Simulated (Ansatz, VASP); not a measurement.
One calculation of CdTe, two programs

File INCAR:

```
PREC     = Accurate       # precision mode
ENCUT    = 600            # plane-wave cutoff, eV
EDIFF    = 1E-7           # SCF threshold, eV
ISMEAR   = 0              # smearing method
SIGMA    = 0.02           # smearing width, eV
LREAL    = F              # projectors in reciprocal space
LASPH    = T              # aspherical terms in the spheres
NELM     = 100            # most SCF steps
ALGO     = Normal         # electronic algorithm
ISIF     = 3              # what is computed and relaxed
LWAVE    = F              # write WAVECAR
LCHARG   = F              # write CHGCAR
GGA      = PE             # functional
IBRION   = 2              # ionic algorithm
NSW      = 100            # ionic steps
EDIFFG   = -0.005         # ionic threshold
```

File KPOINTS:

```
Automatic mesh
0
Gamma
  8 8 8
```

File POSCAR:

```
CdTe
1.0
    0.0000000000      3.2050000000      3.2050000000
    3.2050000000      0.0000000000      3.2050000000
    3.2050000000      3.2050000000      0.0000000000
Cd Te
1 1
Direct
    0.0000000000      0.0000000000      0.0000000000
    0.2500000000      0.2500000000      0.2500000000
```

Input for Ansatz:

```yaml
crystal:
  lattice:
    - [0.0, 3.205, 3.205]
    - [3.205, 0.0, 3.205]
    - [3.205, 3.205, 0.0]
  atoms:
    - { symbol: Cd, position: [0.0, 0.0, 0.0] }
    - { symbol: Te, position: [0.75, 0.75, 0.75] }
basis:
  ecutwfc: 420
kpoints:
  mp_grid: { grid: [8, 8, 8] }
hamiltonian:
  xc: pbe
scf:
  occupations: { method: gaussian, width: 0.02 }
output:
  forces: true
  stress: true
  eigenvalues: true
  write_density: true
  write_potential: true
  elf: true
  volumetric_format: npy
relax:
  adjacent_minimum: "off"
  f_tol: 0.005
  max_steps: 80
  cell: { stress_tol: 0.05 }
```

Alike in both runs: task relaxation of cell and atoms; functional PBE; k mesh 8 × 8 × 8; occupations gaussian, width 0.02 eV; no spin polarisation.

|  | VASP | Ansatz |
| --- | --- | --- |
| version | VASP 6.6.1 | Ansatz 0.2.0 |
| potentials or method | VASP PAW PBE potentials, release 64 (Cd, Te) | scalar-relativistic, plane waves, PAW |
| plane-wave cutoff (eV) | 600 | 420 |
| valence electrons in the cell | 18 | 36 |

```tsv
	VASP	Ansatz	Ansatz less VASP
gap on the k mesh at the Fermi level, each at its own relaxed structure (eV)	0.58	0.59	+0.009
relaxed volume (Å³/atom)	36.30	36.22	-0.081
relaxed cell length with the largest relative difference (Å)	4.683	4.679	-0.0035
energy change over the relaxation (meV/atom)	-42	-40	+2.0
```

The two sets of potentials don't hold the same shells in valence.

Caveats: spin-orbit coupling is left out, which moves the levels of the heavy elements; the volume moved by +10 % from the deposited cell, more than functionals usually miss. Zero-point motion and thermal expansion aren't in these numbers. As with any semilocal functional, this PBE gap is likely too small.
